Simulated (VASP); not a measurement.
Output of a VASP run:

### OSZICAR
```
...
DAV:   5    -0.570441572340E+01   -0.30715E-03   -0.30712E-03   604   0.450E-01    0.224E+00
DAV:   6    -0.550696201886E+01    0.19745E+00   -0.29850E-01   524   0.339E+00    0.129E+00
DAV:   7    -0.547738018989E+01    0.29582E-01   -0.17648E-01   584   0.254E+00    0.608E-01
DAV:   8    -0.547947648694E+01   -0.20963E-02   -0.11996E-02   552   0.805E-01    0.945E-02
DAV:   9    -0.547950714752E+01   -0.30661E-04   -0.73828E-04   580   0.221E-01    0.578E-02
DAV:  10    -0.547956491152E+01   -0.57764E-04   -0.19733E-04   576   0.922E-02    0.242E-02
DAV:  11    -0.547957001015E+01   -0.50986E-05   -0.51655E-05   572   0.503E-02    0.513E-03
DAV:  12    -0.547956901638E+01    0.99378E-06   -0.46557E-06   576   0.172E-02
   1 F= 0.20443194E+01 E0= 0.20443194E+01  d E =0.204432E+01
       N       E                     dE             d eps       ncg     rms          rms(c)
DAV:   1    -0.994444985011E+01   -0.44649E+01   -0.14336E+02   508   0.907E+01    0.160E+01
DAV:   2    -0.506772175827E+01    0.48767E+01   -0.56266E+00   480   0.162E+01    0.602E+00
DAV:   3    -0.354152113601E+01    0.15262E+01   -0.41072E+00   484   0.131E+01    0.373E+00
DAV:   4    -0.353862543041E+01    0.28957E-02   -0.92740E-02   532   0.238E+00    0.705E-01
DAV:   5    -0.353196922078E+01    0.66562E-02   -0.39971E-02   492   0.140E+00    0.206E-01
DAV:   6    -0.353149999546E+01    0.46923E-03   -0.23549E-03   512   0.350E-01    0.172E-01
DAV:   7    -0.353152870953E+01   -0.28714E-04   -0.24432E-04   544   0.128E-01    0.463E-02
DAV:   8    -0.353151386836E+01    0.14841E-04   -0.38162E-05   504   0.437E-02    0.205E-02
DAV:   9    -0.353150672518E+01    0.71432E-05   -0.89593E-06   524   0.269E-02    0.510E-03
DAV:  10    -0.353150727523E+01   -0.55006E-06   -0.68746E-07   276   0.773E-03
   2 F= 0.21239524E+01 E0= 0.21239524E+01  d E =0.796331E-01
       N       E                     dE             d eps       ncg     rms          rms(c)
DAV:   1    -0.648152015602E+01   -0.29500E+01   -0.33666E+01   508   0.377E+01    0.599E+00
DAV:   2    -0.517980861404E+01    0.13017E+01   -0.17143E+00   496   0.880E+00    0.283E+00
DAV:   3    -0.480360341067E+01    0.37621E+00   -0.10787E+00   492   0.668E+00    0.137E+00
DAV:   4    -0.480029642439E+01    0.33070E-02   -0.20290E-02   540   0.107E+00    0.463E-01
DAV:   5    -0.480016748014E+01    0.12894E-03   -0.37562E-03   532   0.436E-01    0.108E-01
DAV:   6    -0.480011683866E+01    0.50641E-04   -0.42742E-04   508   0.155E-01    0.539E-02
DAV:   7    -0.480012188177E+01   -0.50431E-05   -0.39921E-05   544   0.537E-02    0.240E-02
DAV:   8    -0.480012441025E+01   -0.25285E-05   -0.12057E-05   532   0.262E-02    0.842E-03
DAV:   9    -0.480012587722E+01   -0.14670E-05   -0.13578E-06   316   0.118E-02    0.155E-03
DAV:  10    -0.480012561377E+01    0.26345E-06   -0.12581E-07   260   0.317E-03
   3 F= 0.17739779E+01 E0= 0.17739779E+01  d E =-.270341E+00
       N       E                     dE             d eps       ncg     rms          rms(c)
DAV:   1    -0.477879619440E+01    0.21330E-01   -0.18752E-02   508   0.931E-01    0.144E-01
DAV:   2    -0.477808081994E+01    0.71537E-03   -0.89035E-04   488   0.200E-01    0.650E-02
DAV:   3    -0.477787960681E+01    0.20121E-03   -0.62531E-04   500   0.160E-01    0.235E-02
DAV:   4    -0.477788105554E+01   -0.14487E-05   -0.11756E-05   528   0.255E-02    0.776E-03
DAV:   5    -0.477788168553E+01   -0.62999E-06   -0.23292E-06   456   0.108E-02
   4 F= 0.17737432E+01 E0= 0.17737432E+01  d E =-.270576E+00
```

OUTCAR:
```
------------------------ aborting loop because EDIFF is reached ----------------------------------------
  FORCE on cell =-STRESS in cart. coord.  units (eV):
  Direction    XX          YY          ZZ          XY          YZ          ZX
  --------------------------------------------------------------------------------------
  Total        6.5391563      6.5391563      6.5391563      0.0000000      0.0000000     -0.0000000
  in kB      199.6193739    199.6193739    199.6193739      0.0000000      0.0000000     -0.0000000
  external PRESSURE =      -0.3806261 kB  Pullay stress =     200.0000000 kB
  volume of cell :       52.48
      direct lattice vectors                 reciprocal lattice vectors
     3.744063488 -0.000000000  0.000000000     0.267089488  0.000000000 -0.000000000
    -0.000000000  3.744063488 -0.000000000     0.000000000  0.267089488 -0.000000000
     0.000000000  0.000000000  3.744063488    -0.000000000  0.000000000  0.267089488
 POSITION                                       TOTAL-FORCE (eV/Angst)
 -----------------------------------------------------------------------------------
      0.00000      0.00000      0.00000         0.000000     -0.000000      0.000000
      1.87203      1.87203      1.87203        -0.000000      0.000000      0.000000
 -----------------------------------------------------------------------------------
    total drift:                                0.000000      0.000000      0.000000
  FREE ENERGIE OF THE ION-ELECTRON SYSTEM (eV)
  ---------------------------------------------------
  free  energy   TOTEN  =        -4.7778816855 eV

  energy  without entropy=       -4.7778816855  energy(sigma->0) =       -4.77788169
  enthalpy is  TOTEN    =         1.7737432422 eV   P V=        6.5516249277

 reached required accuracy - stopping structural energy minimisation
```
(Selected blocks of OUTCAR.)

### POSCAR
```
CsBr
1
    3.9207965782     0.0000000000     0.0000000000
    0.0000000000     3.9207965782     0.0000000000
    0.0000000000     0.0000000000     3.9207965782
Cs Br
1 1
Direct
  0.0000000000   0.0000000000   0.0000000000
  0.5000000000   0.5000000000   0.5000000000
```

Problem. Reconstruct the remaining input files.

Solution. This is not unique; one that fits is the input of the run itself, PBE GGA, plane waves, VASP's PBE PAW potentials (set 64).

INCAR:
```
! general
SYSTEM  = CsBr
PREC    = Accurate
ENCUT   = 500
LREAL   = F
LASPH   = T

! electronic loop
EDIFF   = 1E-6
NELM    = 100
ALGO    = Normal
LMAXMIX = 4

! smearing
ISMEAR  = 0
SIGMA   = 0.05

! functional
GGA     = PE

! ions
IBRION  = 2
NSW     = 40
ISIF    = 3
EDIFFG  = -0.02
PSTRESS = 200

! output
LWAVE   = F
LCHARG  = F
```

File KPOINTS:
```
Automatic mesh
0
Gamma
7 7 7
0 0 0
```

POTCAR, in this order: Cs_sv Br (PBE.64 set). Program: vasp_std.

Energy and stress use the plane-wave basis of the starting cell.

The compound is CsBr in the CsCl type structure. This run relaxes it under an external pressure of 20 GPa. Symmetry was kept, so distortions that lower it aren't found.
